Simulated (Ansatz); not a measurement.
## MoS2 (R3m): gap, valleys and masses

```
Mo S
1.0
     1.57157    0.90735    6.28075
    -1.57157    0.90735    6.28075
     0.00000   -1.81469    6.28075
Mo S
1 2
Direct
  0.00010 0.00010 0.00010
  0.25076 0.25076 0.25076
  0.41614 0.41614 0.41614
```

The conventional cell has a = 3.143 Å, b = 3.143 Å, c = 18.842 Å, α = 90.00°, β = 90.00°, γ = 120.00°. Mo (atom 1) is surrounded by 6 S at 2.39 Å. S (atom 2) has 3 Mo at 2.39 Å as nearest neighbours. S (atom 3) is surrounded by 3 Mo at 2.39 Å.

Unless marked otherwise, the numbers come from PBEsol, all-electron LAPW in Ansatz 0.2.0, scalar-relativistic. k mesh 8×8×8, fixed occupations, basis error target 1 meV/atom. The cell was relaxed by PAW under this functional.

Extrema are searched on a 12×12×12 mesh and refined by Newton steps; masses come from band slopes 0.005 Å⁻¹ away, 1/m* = (1/ħ²) d²E/dk², negative for holes (the finite step makes the lightest masses up to about 3 % heavy). k is in units of the reciprocal vectors.

**Question.** Where are the band edges, and is the gap direct?

**Answer.** The valence maximum lies at T (-0.500, -0.500, -0.500) and the conduction minimum at (0.000, 0.180, -0.180), so the Kohn-Sham gap of 0.990 eV is indirect; the least direct gap on the mesh is 1.796 eV.

**Question.** What are the electron masses at the edge?

**Answer.** The principal masses are 0.537, 0.606, 0.788 mₑ. One valley has a density-of-states mass (m₁m₂m₃)^(1/3) = 0.635; 6 valleys give N^(2/3) times that, 2.1; the direction-averaged conductivity mass 3/Σ(1/mᵢ) is 0.628 mₑ.

**Question.** What are the hole masses at the edge?

**Answer.** The principal masses are 0.819, 0.845, 0.845 mₑ. One valley has a density-of-states mass (m₁m₂m₃)^(1/3) = 0.836; the direction-averaged conductivity mass 3/Σ(1/mᵢ) is 0.836 mₑ.

**Question.** Along the Cartesian direction y the conduction slope is 0.05929 eV·Å one step out. What is it four steps out, and what does that say?

**Answer.** 0.2364 eV·Å, 3.987 times the first; a parabola would give 4, so the band is nearly parabolic here.

**Question.** What electronic dielectric constant and refractive index follow from the same bands (independent particles)?

**Answer.** ε∞ = (15.73, 15.73, 9.61), so n ≈ √ε∞ = 3.70 (mean over directions) well under the gap and the normal reflectivity is ((n − 1)/(n + 1))² = 0.330. With the conductivity mass, a hydrogenic donor screened by ε∞ alone would bind by 13.6 eV × m*/ε∞² = 46 meV; static screening by the ions makes it shallower. Local fields, left out here, lower ε∞ by several per cent.

**Question.** What gap does PAW give in the same cell?

**Answer.** 0.986 eV, -4 meV from the LAPW value.

**Question.** Cells strained by ±0.5 % (all lengths, zz alone, equal engineering shears γ in yz, zx, xy; ions relaxed) give deformation potentials. How do the edge levels move, in eV per unit strain against the centre of the top valence set?

**Answer.** 

| point | k | side | bands | level (eV) | d/dlnV | d/dε_zz | d/dγ | split/ε_zz | split/γ |
| --- | --- | --- | --- | --- | --- | --- | --- | --- | --- |
| Gamma | 0.00 0.00 0.00 | valence | 1 | -1.155 | 3.96 | 5.40 | 0.00* | – | – |
| Gamma | 0.00 0.00 0.00 | conduction | 2 | 2.224 | -3.50 | 5.02 | 0.00* | 0.00 | 4.87 |
| general | 0.00 -0.18 0.18 | conduction | 1 | 0.990 | 1.22 | 5.34 | -0.36 | – | – |
| general | -0.18 0.00 0.18 | conduction | 1 | 0.990 | 1.22 | 5.34 | 0.35 | – | – |
| general | -0.18 0.18 0.00 | conduction | 1 | 0.990 | 1.22 | 5.34 | 0.01 | – | – |
| T | 0.50 0.50 0.50 | valence | 1 | 0.000 | 0.00 | 0.00 | 0.00 | – | – |
| T | 0.50 0.50 0.50 | conduction | 2 | 2.300 | -3.93 | 4.00 | 0.00 | 0.00 | 6.79 |
| L | 0.00 0.00 0.50 | conduction | 1 | 1.799 | -5.28 | 4.08 | -0.01 | – | – |
| L | 0.00 0.50 0.00 | conduction | 1 | 1.799 | -5.28 | 4.08 | 0.46 | – | – |
| L | 0.50 0.00 0.00 | conduction | 1 | 1.799 | -5.28 | 4.08 | -0.45 | – | – |
| F | 0.50 0.00 0.50 | valence | 1 | -1.204 | -0.75 | 4.06 | 1.82 | – | – |
| F | 0.50 0.00 0.50 | conduction | 1 | 1.763 | -5.16 | 4.52 | 0.60 | – | – |
| F | 0.50 0.50 0.00 | valence | 1 | -1.204 | -0.75 | 4.06 | -2.01 | – | – |
| F | 0.50 0.50 0.00 | conduction | 1 | 1.763 | -5.16 | 4.52 | 0.00 | – | – |
| F | 0.00 0.50 0.50 | valence | 1 | -1.204 | -0.75 | 4.06 | 0.19 | – | – |
| F | 0.00 0.50 0.50 | conduction | 1 | 1.763 | -5.16 | 4.52 | -0.60 | – | – |

Sets with another level within 0.15 eV are left out, since it mixes in under strain; the reference set stays in any case. Entries marked * vanish by symmetry to first order; what they show is the residue of the finite step. These cells use a basis error target of 0.5 meV/atom.

Keep in mind: no spin-orbit coupling on heavy atoms; semilocal gaps are low, and what follows the gap (onsets, screening, light masses) shifts with it; no dispersion correction, so the spacing and stiffness between layers or molecules are poor; the frozen-core PAW files of the compared runs were fitted under PBE, their cores solved anew for this functional.
